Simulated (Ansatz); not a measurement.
Al$_{3}$Ru$_{2}$: course of a relaxation

These are results of DFT PBEsol, scalar-relativistic, plane waves, PAW in Ansatz, not measurements. Settings: 420 eV cutoff, 12×12×4 k-mesh, Gaussian smearing of 0.10 eV, no spin polarisation.

What was changed: equal strain along all axes, cell held, atoms relaxed: -3.0 %.

Command:

```bash
ansatz run input.yaml --threads 1 --pin off --max-ram 2560MiB --backend cpu --events-out ev --progress --plain --runs-dir out
```

Input:

```yaml
crystal:
  lattice:
    - [2.9811619142, 0.0, 0.0]
    - [0.0, 2.9811619142, 0.0]
    - [0.0, 0.0, 13.824114743]
  atoms:
    - { symbol: Al, position: [0.0, 0.0, 0.0] }
    - { symbol: Al, position: [0.5, 0.5, 0.3052496606] }
    - { symbol: Al, position: [0.0, 0.0, 0.1947503394] }
    - { symbol: Al, position: [0.5, 0.5, 0.5] }
    - { symbol: Al, position: [0.0, 0.0, 0.8052496606] }
    - { symbol: Al, position: [0.5, 0.5, 0.6947503394] }
    - { symbol: Ru, position: [0.5, 0.5, 0.1054504485] }
    - { symbol: Ru, position: [0.0, 0.0, 0.3945495515] }
    - { symbol: Ru, position: [0.0, 0.0, 0.6054504485] }
    - { symbol: Ru, position: [0.5, 0.5, 0.8945495515] }
basis:
  ecutwfc: 420
kpoints:
  mp_grid: { grid: [12, 12, 4] }
hamiltonian:
  xc: pbesol
scf:
  occupations: { method: gaussian, width: 0.1 }
output:
  forces: true
  stress: true
  eigenvalues: true
relax:
  adjacent_minimum: "off"
  f_tol: 0.008
  max_steps: 40
```

F is the free energy.

Steps:

```tsv
step	F − F(1) (eV)	largest force component (eV/Å)
1	0.0000	0.215
2	-0.0045	0.052
3	-0.0048	0.004
4	-0.0048	0.004
```

Relaxed structure:

```
CELL_PARAMETERS angstrom
2.98116 0.00000 0.00000
0.00000 2.98116 0.00000
0.00000 0.00000 13.82411
ATOMIC_POSITIONS crystal
Al 0.00000 0.00000 0.00000
Al 0.50000 0.50000 0.30447
Al 0.00000 0.00000 0.19553
Al 0.50000 0.50000 0.50000
Al 0.00000 0.00000 0.80447
Al 0.50000 0.50000 0.69553
Ru 0.50000 0.50000 0.10538
Ru 0.00000 0.00000 0.39462
Ru 0.00000 0.00000 0.60538
Ru 0.50000 0.50000 0.89462
```

The structure is tetragonal, space group I4/mmm (No. 139). Conventional cell: a = 2.981 Å, b = 2.981 Å, c = 13.824 Å, α = 90.00°, β = 90.00°, γ = 90.00°. Around Al (site symmetry 4/mmm) lie 8 Ru at 2.56 Å and 2 Al at 2.70 Å. Al (site symmetry 4mm) has 5 Ru at 2.45 to 2.75 Å and 5 Al at 2.59 to 2.70 Å as nearest neighbours. Around Ru (site symmetry 4mm) lie 9 Al at 2.45 to 2.75 Å.

The run converged. Time: 46 s on 1 thread of Intel(R) Xeon(R) 6975P-C (Granite Rapids) (shared host), peak memory 0.66 GiB.